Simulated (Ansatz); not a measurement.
# Br: the cost of one run

Program: Ansatz 0.2.0. Level of theory: DFT PBE, scalar-relativistic, plane waves, PAW. These are calculated values, not measurements.

12 further runs of the same task are left out: 4 that didn't finish, 8 set aside as unsound or not needed.

**1. The structure to begin with**

The structure is hexagonal, space group P6_3/mmc (No. 194). The conventional cell has a = 3.869 Å, b = 3.869 Å, c = 10.537 Å, α = 90.00°, β = 90.00°, γ = 120.00°. Around Br (site symmetry -6m2) lie 3 Br at 2.23 Å.

Structure file:

```cif
data_structure
_symmetry_space_group_name_H-M 'P 1'
_symmetry_Int_Tables_number 1
_cell_length_a 3.8688
_cell_length_b 3.8688
_cell_length_c 10.5370
_cell_angle_alpha 90.000
_cell_angle_beta 90.000
_cell_angle_gamma 120.000
_cell_volume 136.58
loop_
_atom_site_label
_atom_site_type_symbol
_atom_site_fract_x
_atom_site_fract_y
_atom_site_fract_z
_atom_site_occupancy
Br1 Br 0.00000 0.00000 0.25000 1
Br2 Br 0.00000 0.00000 0.75000 1
Br3 Br 0.33333 0.66667 0.75000 1
Br4 Br 0.66667 0.33333 0.25000 1
```

This is candidate A: graphite type (P6_3/mmc, No. 194).

(A quick probe on a coarse mesh, which set the mesh and smearing, is not shown.)

**3. Coarse relaxation (candidate A)**

input.yaml reads:

```yaml
crystal:
  lattice:
    - [3.8687916486, 0.0, 0.0]
    - [-1.9343958243, 3.3504718496, 0.0]
    - [0.0, 0.0, 10.536952864]
  atoms:
    - { symbol: Br, position: [0.0, 0.0, 0.25] }
    - { symbol: Br, position: [0.0, 0.0, 0.75] }
    - { symbol: Br, position: [0.3333333333, 0.6666666667, 0.75] }
    - { symbol: Br, position: [0.6666666667, 0.3333333333, 0.25] }
basis:
  ecutwfc: 420
kpoints:
  mp_grid: { grid: [6, 6, 2] }
hamiltonian:
  xc: pbe
scf:
  occupations: { method: gaussian, width: 0.1 }
  lower_state_search: "off"
output:
  forces: true
  stress: true
  eigenvalues: true
relax:
  adjacent_minimum: "off"
  f_tol: 0.04
  max_steps: 70
  cell: { stress_tol: 0.4 }
```

**Question.** How long does this run take on 1 thread of an x86-64 CPU, shared host, and how much memory does it need?

About 46 s, with a peak of 0.52 GiB.
